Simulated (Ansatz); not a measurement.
# WSe2: the cost of one run

Program: Ansatz 0.2.0. Level of theory: DFT PBE, scalar-relativistic, plane waves, PAW. These are calculated values, not measurements.

### Step 1. The system as given

Symmetry: P-3m1, No. 164, trigonal system. The conventional cell has a = 3.318 Å, b = 3.318 Å, c = 24.069 Å, α = 90.00°, β = 90.00°, γ = 120.00°. W (site symmetry 3m) has 6 Se at 2.54 Å in its first shell of neighbours. Around Se (site symmetry 3m) lie 3 W at 2.54 Å.

As a file:

```cif
data_structure
_symmetry_space_group_name_H-M 'P 1'
_symmetry_Int_Tables_number 1
_cell_length_a 9.9536
_cell_length_b 9.9536
_cell_length_c 24.0685
_cell_angle_alpha 90.000
_cell_angle_beta 90.000
_cell_angle_gamma 120.000
_cell_volume 2065.08
loop_
_atom_site_label
_atom_site_type_symbol
_atom_site_fract_x
_atom_site_fract_y
_atom_site_fract_z
_atom_site_occupancy
W1 W 0.22222 0.11111 0.14154 1
W2 W 0.22222 0.44444 0.14154 1
W3 W 0.22222 0.77778 0.14154 1
W4 W 0.55556 0.11111 0.14154 1
W5 W 0.55556 0.44444 0.14154 1
W6 W 0.55556 0.77778 0.14154 1
W7 W 0.88889 0.11111 0.14154 1
W8 W 0.88889 0.44444 0.14154 1
W9 W 0.88889 0.77778 0.14154 1
W10 W 0.11111 0.22222 0.85846 1
W11 W 0.11111 0.55556 0.85846 1
W12 W 0.11111 0.88889 0.85846 1
W13 W 0.44444 0.22222 0.85846 1
W14 W 0.44444 0.55556 0.85846 1
W15 W 0.44444 0.88889 0.85846 1
W16 W 0.77778 0.22222 0.85846 1
W17 W 0.77778 0.55556 0.85846 1
W18 W 0.77778 0.88889 0.85846 1
Se1 Se 0.11111 0.22222 0.21059 1
Se2 Se 0.11111 0.55556 0.21059 1
Se3 Se 0.11111 0.88889 0.21059 1
Se4 Se 0.44444 0.22222 0.21059 1
Se5 Se 0.44444 0.55556 0.21059 1
Se6 Se 0.44444 0.88889 0.21059 1
Se7 Se 0.77778 0.22222 0.21059 1
Se8 Se 0.77778 0.55556 0.21059 1
Se9 Se 0.77778 0.88889 0.21059 1
Se10 Se 0.22222 0.11111 0.92756 1
Se11 Se 0.22222 0.44444 0.92756 1
Se12 Se 0.22222 0.77778 0.92756 1
Se13 Se 0.55556 0.11111 0.92756 1
Se14 Se 0.55556 0.44444 0.92756 1
Se15 Se 0.55556 0.77778 0.92756 1
Se16 Se 0.88889 0.11111 0.92756 1
Se17 Se 0.88889 0.44444 0.92756 1
Se18 Se 0.88889 0.77778 0.92756 1
Se19 Se 0.11111 0.22222 0.07244 1
Se20 Se 0.11111 0.55556 0.07244 1
Se21 Se 0.11111 0.88889 0.07244 1
Se22 Se 0.44444 0.22222 0.07244 1
Se23 Se 0.44444 0.55556 0.07244 1
Se24 Se 0.44444 0.88889 0.07244 1
Se25 Se 0.77778 0.22222 0.07244 1
Se26 Se 0.77778 0.55556 0.07244 1
Se27 Se 0.77778 0.88889 0.07244 1
Se28 Se 0.22222 0.11111 0.78941 1
Se29 Se 0.22222 0.44444 0.78941 1
Se30 Se 0.22222 0.77778 0.78941 1
Se31 Se 0.55556 0.11111 0.78941 1
Se32 Se 0.55556 0.44444 0.78941 1
Se33 Se 0.55556 0.77778 0.78941 1
Se34 Se 0.88889 0.11111 0.78941 1
Se35 Se 0.88889 0.44444 0.78941 1
Se36 Se 0.88889 0.77778 0.78941 1
```

The runs take a perfect supercell of 54 atoms; the defect goes to fractional position (0.111, 0.222, 0.211).

### Step 2. The perfect supercell

File input.yaml:

```yaml
crystal:
  lattice:
    - [9.95356, 0.0, 0.0]
    - [-4.97678, 8.620036, 0.0]
    - [0.0, 0.0, 24.068519]
  atoms:
    - { symbol: W, position: [0.222222, 0.111111, 0.141538] }
    - { symbol: W, position: [0.222222, 0.444444, 0.141538] }
    - { symbol: W, position: [0.222222, 0.777778, 0.141538] }
    - { symbol: W, position: [0.555556, 0.111111, 0.141538] }
    - { symbol: W, position: [0.555556, 0.444444, 0.141538] }
    - { symbol: W, position: [0.555556, 0.777778, 0.141538] }
    - { symbol: W, position: [0.888889, 0.111111, 0.141538] }
    - { symbol: W, position: [0.888889, 0.444444, 0.141538] }
    - { symbol: W, position: [0.888889, 0.777778, 0.141538] }
    - { symbol: W, position: [0.111111, 0.222222, 0.858462] }
    - { symbol: W, position: [0.111111, 0.555556, 0.858462] }
    - { symbol: W, position: [0.111111, 0.888889, 0.858462] }
    - { symbol: W, position: [0.444444, 0.222222, 0.858462] }
    - { symbol: W, position: [0.444444, 0.555556, 0.858462] }
    - { symbol: W, position: [0.444444, 0.888889, 0.858462] }
    - { symbol: W, position: [0.777778, 0.222222, 0.858462] }
    - { symbol: W, position: [0.777778, 0.555556, 0.858462] }
    - { symbol: W, position: [0.777778, 0.888889, 0.858462] }
    - { symbol: Se, position: [0.111111, 0.222222, 0.210594] }
    - { symbol: Se, position: [0.111111, 0.555556, 0.210594] }
    - { symbol: Se, position: [0.111111, 0.888889, 0.210594] }
    - { symbol: Se, position: [0.444444, 0.222222, 0.210594] }
    - { symbol: Se, position: [0.444444, 0.555556, 0.210594] }
    - { symbol: Se, position: [0.444444, 0.888889, 0.210594] }
    - { symbol: Se, position: [0.777778, 0.222222, 0.210594] }
    - { symbol: Se, position: [0.777778, 0.555556, 0.210594] }
    - { symbol: Se, position: [0.777778, 0.888889, 0.210594] }
    - { symbol: Se, position: [0.222222, 0.111111, 0.927562] }
    - { symbol: Se, position: [0.222222, 0.444444, 0.927562] }
    - { symbol: Se, position: [0.222222, 0.777778, 0.927562] }
    - { symbol: Se, position: [0.555556, 0.111111, 0.927562] }
    - { symbol: Se, position: [0.555556, 0.444444, 0.927562] }
    - { symbol: Se, position: [0.555556, 0.777778, 0.927562] }
    - { symbol: Se, position: [0.888889, 0.111111, 0.927562] }
    - { symbol: Se, position: [0.888889, 0.444444, 0.927562] }
    - { symbol: Se, position: [0.888889, 0.777778, 0.927562] }
    - { symbol: Se, position: [0.111111, 0.222222, 0.072438] }
    - { symbol: Se, position: [0.111111, 0.555556, 0.072438] }
    - { symbol: Se, position: [0.111111, 0.888889, 0.072438] }
    - { symbol: Se, position: [0.444444, 0.222222, 0.072438] }
    - { symbol: Se, position: [0.444444, 0.555556, 0.072438] }
    - { symbol: Se, position: [0.444444, 0.888889, 0.072438] }
    - { symbol: Se, position: [0.777778, 0.222222, 0.072438] }
    - { symbol: Se, position: [0.777778, 0.555556, 0.072438] }
    - { symbol: Se, position: [0.777778, 0.888889, 0.072438] }
    - { symbol: Se, position: [0.222222, 0.111111, 0.789406] }
    - { symbol: Se, position: [0.222222, 0.444444, 0.789406] }
    - { symbol: Se, position: [0.222222, 0.777778, 0.789406] }
    - { symbol: Se, position: [0.555556, 0.111111, 0.789406] }
    - { symbol: Se, position: [0.555556, 0.444444, 0.789406] }
    - { symbol: Se, position: [0.555556, 0.777778, 0.789406] }
    - { symbol: Se, position: [0.888889, 0.111111, 0.789406] }
    - { symbol: Se, position: [0.888889, 0.444444, 0.789406] }
    - { symbol: Se, position: [0.888889, 0.777778, 0.789406] }
basis:
  ecutwfc: 420
  fft_grid_basis: typed
kpoints:
  mp_grid: { grid: [3, 3, 1] }
hamiltonian:
  xc: pbe
  pseudopotentials: { kind: paw }
scf:
  occupations: { method: gaussian, width: 0.05 }
output:
  forces: true
  stress: false
  eigenvalues: true
  bader: false
  write_density: true
  volumetric_format: npy
```

Run with:

```console
ansatz run input.yaml --threads 8 --pin off --max-ram 16384MiB --backend cpu --events-out ev --progress --plain --runs-dir out
```

**Question.** How long does this run take on 8 threads of Intel Xeon 6975P-C (Granite Rapids), shared host, and how much memory does it need?

About 16 s, with a peak of 12 GiB.
